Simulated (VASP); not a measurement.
Runs of VASP 6.6.1 on BN. It takes space group P6_3/mmc (No. 194, hexagonal). The conventional cell has a = 2.498 Å, b = 2.498 Å, c = 6.636 Å, α = 90.00°, β = 90.00°, γ = 120.00°. N (site symmetry -6m2) is surrounded by 3 B at 1.44 Å. B (site symmetry -6m2) is surrounded by 3 N at 1.44 Å. 

| task | level | potentials or basis | cell | cutoff (eV) | smearing | optimiser | gap on the mesh (eV) | pressure (GPa) |
| --- | --- | --- | --- | --- | --- | --- | --- | --- |
| relaxation of cell and atoms | PBEsol+D3(BJ) | VASP PAW PBE potentials, release 64 (N, B) | relaxed | 600 | fermi-dirac 0.1 eV | BFGS | 4.07 | 0.0 |
| band structure | TPSS+D3 | VASP PAW PBE potentials, release 64 (N, B) | volume scaled by 0.92 | 520 | fermi-dirac 0.02 eV | - | 4.51 | 26.6 |
| single point | RPBE | VASP PAW PBE potentials, release 64 (N_GW, B_GW) | as given | 550 | gaussian 0.05 eV | - | 4.41 | (a) |
| electron localisation function | BEEF-vdW | VASP PAW PBE potentials, release 64 (N_GW, B_GW) | as given | 600 | gaussian 0.05 eV | - | 4.51 | (b) |

Alike in all rows: no spin polarisation; k mesh 12 × 12 × 4.

Question: Fill in the values left out.

Answer: (a) 8.5; (b) 4.4.

Caveats: the PAW data sets were made with another functional, which shifts forces and pressure a little; this functional lacks dispersion, which binds the layers, so the pressure and a relaxed spacing across them are unreliable (some runs).

A k mesh can miss the band edges.
